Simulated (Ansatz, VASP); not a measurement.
Two plane-wave programs on B3As

```
B As
1.0
     4.26215    0.00000    0.00000
    -2.13107    3.69113    0.00000
     0.00000    0.00000    3.13183
B As
3 1
Direct
  0.13169 0.86831 0.50000
  0.13169 0.26338 0.50000
  0.73662 0.86831 0.50000
  0.33333 0.66667 0.00000
```

Alike in both runs: functional PBE; k mesh 12 × 12 × 14; occupations gaussian, width 0.1 eV; no spin polarisation.

Ansatz relaxed the structure, and its values are those at the end. VASP's run is a single point on that final structure, the one shown.

|  | VASP | Ansatz |
| --- | --- | --- |
| version | VASP 6.6.1 | Ansatz 0.2.0 |
| potentials or method | VASP PAW PBE potentials, release 64 (B, As) | scalar-relativistic, plane waves, PAW |
| plane-wave cutoff (eV) | 520 | 420 |
| valence electrons in the cell | 14 | 24 |

Ansatz gave:

```
gap on the k mesh at the Fermi level (eV) : none
pressure (GPa)                            : 0.0
rms of the force components (eV/Å)        : 0.000
```

Which values does VASP return?

gap on the k mesh at the Fermi level (eV): none; pressure (GPa): 0.3; rms of the force components (eV/Å): 0.010.

A gap of «none» marks a metal or a gap that the smearing closes. The two sets of potentials don't hold the same shells in valence.
